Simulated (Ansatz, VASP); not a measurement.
**One calculation of Mo, two programs**

```
Mo
1.0
     0.00000    2.02546    1.87497
     2.02546    0.00000    1.87497
     2.02546    2.02546    0.00000
Mo
1
Direct
  0.00000 0.00000 0.00000
```

Alike in both runs: task single point; functional PBE; k mesh 22 × 22 × 22; occupations gaussian, width 0.15 eV; no spin polarisation.

|  | VASP | Ansatz |
| --- | --- | --- |
| version | VASP 6.6.1 | Ansatz 0.2.0 |
| potentials or method | VASP PAW PBE potentials, release 64 (Mo_sv) | scalar-relativistic, plane waves, PAW |
| plane-wave cutoff (eV) | 520 | 420 |
| valence electrons in the cell | 14 | 14 |

VASP gave:

```
gap on the k mesh at the Fermi level (eV)       : none
pressure (GPa)                                  : 11.4
largest component of the traceless stress (GPa) : 10.81
```

Which values does Ansatz return?

gap on the k mesh at the Fermi level (eV): none; pressure (GPa): 10.9; largest component of the traceless stress (GPa): 10.83.

A gap of «none» marks a metal or a gap that the smearing closes. With one functional, cell and mesh, what is left measures potentials, basis and numerics.
